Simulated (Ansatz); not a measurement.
# CdTe (F-43m) in Ansatz: settings compared, part 2 of 2

Ansatz 0.2.0.

**3. Band structure, revPBE**

Input file input.yaml:

```yaml
crystal:
  lattice:
    - [0.0, 3.205, 3.205]
    - [3.205, 0.0, 3.205]
    - [3.205, 3.205, 0.0]
  atoms:
    - { symbol: Te, position: [0.75, 0.75, 0.75] }
    - { symbol: Cd, position: [0.0, 0.0, 0.0] }
hamiltonian:
  xc: revpbe
  pseudopotentials: { kind: paw }
kpoints:
  mp_grid: { grid: [7, 7, 7] }
  band_path:
    path:
      - [[0.0, 0.0, 0.0], [0.5, 0.0, 0.5], [0.5, 0.25, 0.75], [0.375, 0.375, 0.75], [0.0, 0.0, 0.0], [0.5, 0.5, 0.5], [0.625, 0.25, 0.625], [0.5, 0.25, 0.75], [0.5, 0.5, 0.5], [0.375, 0.375, 0.75]]
      - [[0.625, 0.25, 0.625], [0.5, 0.0, 0.5]]
    npoints: 14
scf:
  occupations: { method: fermi_dirac, width: 0.05 }
  n_extra_bands: 6
output:
  forces: true
  stress: true
  eigenvalues: true
  fatbands: false
```

Potentials or basis: Ansatz PAW.

Started as:

```
ansatz run input.yaml --threads 2 --pin off --max-ram 5632MiB --backend cpu --events-out ev --progress --plain --runs-dir out
```

Standard output:

```text
Warning: RAYON_NUM_THREADS=2 ignored (pool sized by the plan → 2); use --threads N
scf.n_extra_bands = 6 over 18 filled bands (N_el = 36.0): the run solves 24 bands
Engine: ansatz 0.2.0, x86_64-unknown-linux-gnu
Pseudopotentials: kind: paw
Pseudopotential: Te, paw, valence charge 16, recommended cutoff 420 eV (normal), Te.paw.azcp
Pseudopotential: Cd, paw, valence charge 20, recommended cutoff 420 eV (normal), Cd.paw.azcp
Functional definition: revPBE
  parameter kappa = 1.245
  parameter beta = 0.06672455060314922
  exchange = pbe_x(kappa = kappa, mu = beta*pi^2/3)
  correlation = pbe_c(beta = beta)
Crystal: 2 atoms, lattice volume = 65.844 Å³
Basis set: ecut = 420 eV, 1243 PW (Γ), exchange–correlation on 64×64×64 points (8 copies of the dense FFT grid, shifted against one another)
Bands: 24, of which v1, the nominal top of the filled ones, is band 18 counted from 1 (17 counted from 0)
Symmetry: 24 space group operations
Space group: F-43m (ITA 216), of the structure as read, at distance tolerance 4.0e-5 Å
k-points: 20 of 343 (time reversal used)
Non-local potential: Te, projectors of the file, l = 0: 2, l = 1: 2, l = 2: 2, l = 3: 2
Non-local potential: Cd, projectors of the file, l = 0: 3, l = 1: 2, l = 2: 2, l = 3: 1
PAW form: soft (Blöchl's): semilocal exchange-correlation on the pseudo side does not see the compensation charge
PAW frozen core: Te, regenerated for the run's functional, and the local potential with it (the file was generated under x = pbe(κ = 0.804, μ = 0.2195149727645171), c = pbe(β = 0.06672455060314922))
PAW frozen core: Cd, regenerated for the run's functional, and the local potential with it (the file was generated under x = pbe(κ = 0.804, μ = 0.2195149727645171), c = pbe(β = 0.06672455060314922))
PAW one-centre angular grid: Te, 590 points (default); XC on 64 Gauss nodes
PAW one-centre angular grid: Cd, 590 points (default); XC on 64 Gauss nodes
Initial density: superposition of atomic densities (neutral atoms: chi_scale 0, normalization atom), corrected by the library's trained network
Initial wavefunctions: pseudopotential atomic-orbital guess
Functional: x = revpbe(κ = 1.245, μ = 0.2195149727645171), c = pbe(β = 0.06672455060314922)
SCF iter   1: F=—  HF=-15247.455817 eV  |F-HF|=—  |Δ(HF+E_count)|=         —  Δρ=2.06e-3  dr2=2.58e-3  ethr=1.77e-3  ⟨swp⟩=6.1  Hψ=2304  notcnv=0  defer=5
preconditioner: auto → none  [insulator: Δε(μ)=0.971 eV  Ē_g=13.015 eV  σ=0.050 eV  W_gap=1.00  n_scr=14 (ndim 8)  ℏωp=19.4 eV  f_vac=0.179  D(μ)=0.00/eV (n_scr^D=0)  ε∞_Penn≈3.2]
SCF iter   2: F=—  HF=-15247.455213 eV  |F-HF|=—  |Δ(HF+E_count)|=   6.04e-4  Δρ=8.24e-4  dr2=3.26e-4  ethr=7.17e-6  ⟨swp⟩=2.0  Hψ=1048  notcnv=0  defer=20
SCF iter   3: F=—  HF=-15247.455153 eV  |F-HF|=—  |Δ(HF+E_count)|=   5.98e-5  Δρ=2.62e-4  dr2=2.07e-5  ethr=9.06e-7  ⟨swp⟩=2.0  Hψ=647  notcnv=0  defer=20
SCF iter   4: F=—  HF=-15247.455213 eV  |F-HF|=—  |Δ(HF+E_count)|=   5.94e-5  Δρ=5.07e-5  dr2=1.04e-6  ethr=5.76e-8  ⟨swp⟩=2.0  Hψ=632  notcnv=0  defer=20
iter 5 did not close the SCF: its close was put off for the readings that it lacked (scf_convergence_deferred on its scf_iter line)
SCF iter   5: F=-15247.455216 eV  HF=-15247.455216 eV  |F-HF|=2.96e-7  |Δ(HF+E_count)|=   3.39e-6  Δρ=1.09e-5  dr2=5.61e-8  ethr=2.88e-9  ⟨swp⟩=2.1  Hψ=727  notcnv=0  defer=20
SCF iter   6: F=-15247.455216 eV  HF=-15247.455216 eV  |F-HF|=4.74e-8  |Δ(HF+E_count)|=   3.24e-7  Δρ=2.90e-6  dr2=4.06e-9  ethr=1.56e-10  ⟨swp⟩=7.0  Hψ=2383  notcnv=0
SCF 1 converged in 6 iterations: F = -15247.455216 eV  dr2 = 4.06e-9
NSCF: frozen V_eff on 142 k-points
SCF converged after 6 iterations
Free energy (F): -15247.455216 eV
Harris-Foulkes:  -15247.455216 eV  (|F-HF|=4.74e-8)
Internal energy: -15247.455216 eV  (E = F + TS)
E sigma→0 (E₀):  -15247.455216 eV
Entropy (-TS):   -0.000001 eV (-0.000 meV/atom)
Fermi energy:    8.545718 eV
--- Per-component energies (eV) ---
  E_band       = -772.841037
  E_kinetic    = 686.362813
  E_local      = -5346.884033  (includes V_loc(G=0)·N_el)
  E_nonlocal   = -278.214892
  E_hartree    = 2705.973496
  E_xc         = -301.970997
  E_vxc        = -326.446225  (∫ρ·V_xc dr)
  E_paw        = -8757.867799  (= ΣΔE_a)
  E_vpaw       = -919.603046  (= ΣTr[D̂ρ^β])
  E_aug_tail   = -0.000201  (compensation charges beyond the density's cutoff)
  E_ewald      = -3954.745301
  E_core_change = -0.108301  (= ΣΔE_core)
  E_smearing   = -0.000001  (= −TS)
  E_closure    = 0.000000  (closes the sum)
  Σ components = -15247.455216   (vs F -15247.455216, Δ=0.00e0)
--- Forces (eV/Å), atoms counted from 1 ---
  atom   1  Te     0.00000000    -0.00000000    -0.00000000
  atom   2  Cd    -0.00000000     0.00000000     0.00000000
  max |Σ_I F_I| component: 1.46e-16 eV/Å
--- Stress (GPa, compression-positive) ---
        5.516766      -0.000000      -0.000000
       -0.000000       5.516766       0.000000
        0.000000       0.000000       5.516766
  P = ⅓ Tr σ = 5.5168 GPa (55.168 kbar)
--- Band table (eV; the first three rows and the last of 20) ---
  k-point 0: bands = ["-94.1858", "-55.2500", "-55.2500", "-55.2500", "-28.0639", "-28.0639", "-28.0639", "-28.0547", "-28.0547", "-3.3128", "-0.3783", "-0.3783", "-0.3783", "-0.0930", "-0.0930", "8.0221", "8.0221", "8.0221", "9.0073", "12.6605", "12.6605", "12.6605", "15.6988", "17.5602"]
  k-point 1: bands = ["-94.1858", "-55.2501", "-55.2500", "-55.2500", "-28.0639", "-28.0638", "-28.0638", "-28.0547", "-28.0547", "-3.2329", "-0.3628", "-0.3628", "-0.3148", "-0.0942", "-0.0942", "6.5823", "7.8370", "7.8370", "9.9418", "12.7413", "12.9370", "12.9370", "16.5541", "16.7101"]
  k-point 2: bands = ["-94.1858", "-55.2501", "-55.2500", "-55.2500", "-28.0640", "-28.0637", "-28.0637", "-28.0546", "-28.0546", "-3.0531", "-0.3315", "-0.3315", "-0.0956", "-0.0923", "-0.0923", "4.8405", "7.4816", "7.4816", "10.1287", "13.2815", "13.2815", "13.9493", "16.3501", "16.7267"]
  k-point 19: bands = ["-94.1858", "-55.2501", "-55.2501", "-55.2501", "-28.0640", "-28.0637", "-28.0632", "-28.0547", "-28.0543", "-2.7749", "-0.2523", "-0.2368", "-0.1269", "-0.0900", "0.5091", "3.7244", "5.3982", "6.1141", "11.8137", "12.9538", "14.0596", "14.8749", "17.0845", "18.3835"]
```

It took 7.2 s on 2 threads of Intel Xeon at 2.70GHz, shared host; peak memory 0.41 GiB.

What came out:

- Free energy: -15247.4552 eV
- Pressure: 5.5 GPa
- Band gap on the k mesh: 0.99 eV, direct
- Band gap along the path: 0.99 eV, direct

Levels at the corners of the path, in eV from the valence-band top:
```
point  band 15  band 16  band 17  band 18  band 19  band 20  band 21  band 22
    Γ    -8.12     0.00     0.00     0.00     0.99     4.64     4.64     4.64
    X    -7.58    -4.43    -1.96    -1.96     2.66     2.74     9.13     9.37
    W    -7.49    -4.31    -2.43    -2.31     4.40     4.78     5.69     6.40
    K    -7.53    -4.33    -2.67    -1.63     2.97     4.64     7.52     7.59
    Γ    -8.12     0.00     0.00     0.00     0.99     4.64     4.64     4.64
    L    -7.73    -4.57    -0.82    -0.82     1.94     5.25     5.25     7.26
    U    -7.53    -4.33    -2.67    -1.63     2.97     4.64     7.52     7.59
    W    -7.49    -4.31    -2.43    -2.31     4.40     4.78     5.69     6.40
    L    -7.73    -4.57    -0.82    -0.82     1.94     5.25     5.25     7.26
    K    -7.53    -4.33    -2.67    -1.63     2.97     4.64     7.52     7.59
    U    -7.53    -4.33    -2.67    -1.63     2.97     4.64     7.52     7.59
    X    -7.58    -4.43    -1.96    -1.96     2.66     2.74     9.13     9.37
```

Caveat: spin-orbit coupling is left out, which moves the levels of the heavy elements; the PAW data sets come from PBE, with cores solved anew for the run's functional, which leaves a small shift of forces and pressure.

**4. Band structure, HSE03**

input.yaml: that of step 3 with these lines changed.

```diff
@@ -9,6 +9,6 @@
 hamiltonian:
-  xc: revpbe
+  xc: { exchange: pbe, correlation: pbe, exx: { coeff: 0.25, omega: 0.3 } }
   pseudopotentials: { kind: paw }
 kpoints:
-  mp_grid: { grid: [7, 7, 7] }
+  mp_grid: { grid: [4, 4, 4] }
   band_path:
@@ -17,3 +17,3 @@
       - [[0.625, 0.25, 0.625], [0.5, 0.0, 0.5]]
-    npoints: 14
+    npoints: 4
 scf:
@@ -26 +26,5 @@
   fatbands: false
+  write_density: true
+  write_potential: true
+  elf: true
+  volumetric_format: npy
```

Started as:

```
ansatz run input.yaml --threads 2 --pin off --max-ram 5632MiB --backend cpu --events-out ev --progress --plain --runs-dir out
```

It took 3.3 min on 2 threads of Intel Xeon at 2.70GHz, shared host; peak memory 0.89 GiB.

The run converged. Its results:

```
Free energy             : -15243.4735 eV
Pressure                : 3.7 GPa
Band gap on the k mesh  : 1.59 eV, direct
Band gap along the path : 1.59 eV, direct
```

Levels at the corners of the path, in eV from the valence-band top:
```tsv
point	band 15	band 16	band 17	band 18	band 19	band 20	band 21	band 22
Γ	-9.38	0.00	0.00	0.00	1.59	5.25	5.25	5.25
X	-8.68	-4.70	-2.09	-2.09	3.04	3.27	9.91	10.30
W	-8.59	-4.54	-2.60	-2.45	5.17	5.23	6.35	6.93
K	-8.64	-4.58	-2.85	-1.73	3.46	5.25	8.19	8.37
Γ	-9.38	0.00	0.00	0.00	1.59	5.25	5.25	5.25
L	-8.89	-4.86	-0.87	-0.87	2.52	5.85	5.85	7.75
U	-8.64	-4.58	-2.85	-1.73	3.46	5.25	8.19	8.37
W	-8.59	-4.54	-2.60	-2.45	5.17	5.23	6.35	6.93
L	-8.89	-4.86	-0.87	-0.87	2.52	5.85	5.85	7.75
K	-8.64	-4.58	-2.85	-1.73	3.46	5.25	8.19	8.37
U	-8.64	-4.58	-2.85	-1.73	3.46	5.25	8.19	8.37
X	-8.68	-4.70	-2.09	-2.09	3.04	3.27	9.91	10.30
```

Caveat: the k mesh is coarse (spacing up to 0.42 Å⁻¹), so the values aren't converged, least of all with exact exchange; spin-orbit coupling is left out, which moves the levels of the heavy elements; the PAW data sets come from PBE, with cores solved anew for the run's functional, which leaves a small shift of forces and pressure; the thresholds are loose for stress.

**5. Band structure, r2SCAN50**

input.yaml: that of step 4 with these lines changed.

```diff
@@ -9,3 +9,3 @@
 hamiltonian:
-  xc: { exchange: pbe, correlation: pbe, exx: { coeff: 0.25, omega: 0.3 } }
+  xc: r2scan50
   pseudopotentials: { kind: paw }
@@ -26,5 +26 @@
   fatbands: false
-  write_density: true
-  write_potential: true
-  elf: true
-  volumetric_format: npy
```

Started as:

```
ansatz run input.yaml --threads 2 --pin off --max-ram 5632MiB --backend cpu --events-out ev --progress --plain --runs-dir out
```

Wall time 4.7 min (2 threads of Intel Xeon at 2.70GHz, shared host); peak memory 1.2 GiB.

Results (log left out):

| Item | Value |
| --- | --- |
| Free energy | -15263.8968 eV |
| Pressure | 2.4 GPa |
| Band gap on the k mesh | 4.10 eV, direct |
| Band gap along the path | 4.10 eV, direct |

Levels at the corners of the path, in eV from the valence-band top:
| point | band 14 | band 15 | band 16 | band 17 | band 18 | band 19 | band 20 | band 21 | band 22 | band 23 |
| --- | --- | --- | --- | --- | --- | --- | --- | --- | --- | --- |
| Γ | -11.10 | -11.10 | 0.00 | 0.00 | 0.00 | 4.10 | 7.86 | 7.86 | 7.86 | 11.08 |
| X | -11.07 | -10.18 | -5.22 | -2.33 | -2.33 | 5.28 | 5.70 | 12.88 | 13.43 | 13.43 |
| W | -11.10 | -10.09 | -4.99 | -2.94 | -2.70 | 7.59 | 7.97 | 9.07 | 9.46 | 13.94 |
| K | -11.09 | -10.14 | -5.04 | -3.22 | -1.93 | 5.83 | 7.85 | 10.96 | 11.24 | 11.65 |
| Γ | -11.10 | -11.10 | 0.00 | 0.00 | 0.00 | 4.10 | 7.86 | 7.86 | 7.86 | 11.08 |
| L | -11.09 | -10.45 | -5.43 | -0.96 | -0.96 | 5.01 | 8.43 | 8.43 | 10.24 | 12.53 |
| U | -11.09 | -10.14 | -5.04 | -3.22 | -1.93 | 5.83 | 7.85 | 10.96 | 11.24 | 11.65 |
| W | -11.10 | -10.09 | -4.99 | -2.94 | -2.70 | 7.59 | 7.97 | 9.07 | 9.46 | 13.94 |
| L | -11.09 | -10.45 | -5.43 | -0.96 | -0.96 | 5.01 | 8.43 | 8.43 | 10.24 | 12.53 |
| K | -11.09 | -10.14 | -5.04 | -3.22 | -1.93 | 5.83 | 7.85 | 10.96 | 11.24 | 11.65 |
| U | -11.09 | -10.14 | -5.04 | -3.22 | -1.93 | 5.83 | 7.85 | 10.96 | 11.24 | 11.65 |
| X | -11.07 | -10.18 | -5.22 | -2.33 | -2.33 | 5.28 | 5.70 | 12.88 | 13.43 | 13.43 |

Caveat: the k mesh is coarse (spacing up to 0.42 Å⁻¹), so the values aren't converged, least of all with exact exchange; spin-orbit coupling is left out, which moves the levels of the heavy elements; the PAW data sets come from PBE, with cores solved anew for the run's functional, which leaves a small shift of forces and pressure; the thresholds are loose for stress.

**6. Summary**

| level | k mesh | cutoff (eV) | points for each segment of the path | mesh quality | gap on the mesh (eV) | pressure (GPa) |
| --- | --- | --- | --- | --- | --- | --- |
| RPBE | 7 × 7 × 7 | 420 | 14 | not flagged | 1.03 | 6.0 |
| revPBE | 7 × 7 × 7 | 420 | 14 | not flagged | 0.99 | 5.5 |
| HSE03 | 4 × 4 × 4 | 420 | 4 | coarse | 1.59 | 3.7 |
| r2SCAN50 | 4 × 4 × 4 | 500 | 4 | coarse | 4.10 | 2.4 |

Alike in all rows: task band structure; potentials or basis Ansatz PAW; no spin polarisation; cell as given; smearing fermi-dirac 0.05 eV.

Caveats: some runs use coarse meshes; spin-orbit coupling is left out, which moves the levels of the heavy elements; the PAW data sets come from PBE, with cores solved anew for the run's functional, which leaves a small shift of forces and pressure; the thresholds are loose for stress (some runs).

Total energies depend on the potentials used, so only differences within one code and one set of settings carry meaning.

**7. Comparison with measurements**

Step 2. A measured gap of CdTe is 1.607 eV (0 K; a printed reference work, data compilation); the calculated 1.03 eV misses it by -0.58 eV. Spin-orbit coupling on Cd, Te is left out. The value is that of RPBE, without temperature or zero-point motion. Semilocal functionals fall short of measured gaps as a rule.

Step 3. Measured gap of CdTe: 1.607 eV (0 K; a printed reference work, data compilation). This calculation gives 0.99 eV (-0.62 eV). Spin-orbit coupling on Cd, Te is left out. The value is that of revPBE, without temperature or zero-point motion. Semilocal functionals fall short of measured gaps as a rule.
